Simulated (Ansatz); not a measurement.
Crystal: Si.

```
Si
1.0
     2.62054    0.00000    0.00000
    -1.31027    2.26946    0.00000
     0.00000    0.00000    2.46635
Si
1
Direct
  0.00000 0.00000 0.00000
```

This isn't the form of Si at room conditions, which is diamond.

```yaml
Program: Ansatz 0.2.0
Task: relaxation of cell and atoms
Functional: PBE
Dispersion: D3(BJ)
Potentials_or_basis: Ansatz PAW
Cutoff: "420 eV (not typed: the program's choice for these potentials)"
k_mesh: 12 × 12 × 11
Occupations: fermi-dirac, width 0.05 eV
Spin: no spin polarisation
```

At the start: volume 14.67 Å³/atom.

Q: Where does the relaxation end?

A: It ends after 5 steps and the volume is 14.45 Å³/atom (-1.5 %); space group P6/mmm (No. 191, to 0.05 Å).

The path:
```tsv
step	energy change (eV)	largest force (eV/Å)	volume (Å³)
1	0.0000	0.0000	14.67
2	-0.0027	0.0000	14.50
3	-0.0029	0.0000	14.45
4	-0.0029	0.0000	14.45
5	-0.0029	0.0000	14.45
```

Final structure:
```
Si
1.0
     2.59660    0.00000    0.00000
    -1.29830    2.24872    0.00000
     0.00000    0.00000    2.47522
Si
1
Direct
  0.00000 0.00000 0.00000
```

Caveat: the plane-wave basis is chosen anew once the cell has moved, so the energies of steps on either side of that aren't comparable; pairwise dispersion overbinds metals, which lowers pressure and volume.
